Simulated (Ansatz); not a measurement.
CoPtO2:

```
Pt Co O
1.0
     1.41227    0.81537    5.93939
    -1.41227    0.81537    5.93939
     0.00000   -1.63075    5.93939
Pt Co O
1 1 2
Cartesian
  0.0000 0.0000 0.0000
  0.0000 0.0000 8.9091
  0.0000 0.0000 2.0000
  0.0000 0.0000 15.8182
```

The cell is a database's computed one.

Base run:

- Program: Ansatz 0.2.0
- Functional: PBEsol
- Potentials or basis: Ansatz PAW
- Cutoff: 420 eV (not typed: the program's choice for these potentials)
- k mesh: 9 × 9 × 9
- Occupations: fermi-dirac, width 0.05 eV
- Spin: collinear spin, ferromagnetic start
- Starting moments: [0.0, 3.0, 0.0, 0.0] μB
- Fixed moment: 3 μB

Its results: pressure 13.1 GPa; site moments Pt +0.16; Co +2.17; O +0.21 μB; largest force 2.187 eV/Å.

**Question.** The run is repeated on the same cell with these changes: fixed moment from 3 μB to 1.5 μB; moments at the start from [0.0, 3.0, 0.0, 0.0] to [0.0, 1.5, 0.0, 0.0]. What comes out?

**Answer.** Pressure 3.7 GPa; site moments Pt +0.17; Co +1.07; O +0.06 μB; largest force 0.623 eV/Å.

Caveats: the total moment is fixed, so each spin has its own Fermi level; a cell with one magnetic atom can't hold antiferromagnetic order, which such compounds often take; the PAW data sets come from PBE, with cores solved anew for the run's functional, which leaves a small shift of forces and pressure; the thresholds are loose for stress; forces of over 1 eV/Å show positions far from the minimum, so gaps and moduli don't describe the material at rest (some runs).
